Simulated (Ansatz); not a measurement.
BaSnO₃ (cubic perovskite)

```xyz
5
Lattice="4.1313 0.0000 0.0000 0.0000 4.1313 0.0000 0.0000 0.0000 4.1313" Properties=species:S:1:pos:R:3 pbc="T T T"
Ba     0.0000     0.0000     0.0000
Sn     2.0656     2.0656     2.0656
O      0.0000     2.0656     2.0656
O      2.0656     2.0656     0.0000
O      2.0656     0.0000     2.0656
```

The volume is varied about the relaxed value V₀ at fixed cell shape. Symmetry pins the atoms to their sites.

The numbers are results of r2SCAN (plane waves to 500 eV, PAW, scalar-relativistic; Ansatz, a program for electronic structure), not measurements. k mesh 8×8×8 (Γ-centred), Fermi-Dirac smearing 0.05 eV. The energy includes the smearing's −TS. Compression counts positive. BaSnO3 was relaxed with its symmetry unable to fall. The zero of ΔE is the relaxed starting cell.

| V (Å³/atom) | ΔE (meV/atom) |
|---|---|
| 12.692 | 85.2 |
| 12.927 | 57.1 |
| 13.162 | 35.3 |
| 13.397 | withheld |
| 13.632 | 8.3 |
| 13.867 | 2.0 |
| 14.102 | 0.0 |
| 14.337 | 1.9 |
| 14.572 | 7.3 |
| 14.807 | 15.9 |
| 15.042 | 27.3 |
| 15.277 | 41.4 |
| 15.512 | 57.9 |

Fit a third-order Birch-Murnaghan form (E₀, V₀, B₀, B₀′ free) to the given rows and predict ΔE at V = 13.397.

Least squares on the 12 given rows: ΔE = E₀ + (9V₀B₀/16)·y²·[2 + (B₀′ − 4)y], y = (V₀/V)^(2/3) − 1, with V₀ = 14.102 Å³/atom, B₀ = 158.0 GPa (160.2 GPa = 1 eV/Å³; the term in eV is multiplied by 1000), B₀′ = 4.79, E₀ = 0.03 meV/atom; root-mean-square residual 0.03 meV/atom. At 13.397 the fit gives 19.2 meV/atom; the calculation gives 19.2 meV/atom, the same to the digits shown. For the pressure the fit gives 9.2 GPa against the computed 9.2 GPa.

(Under strain, the slope of the energy per volume gives the stress and its curvature an elastic modulus.)
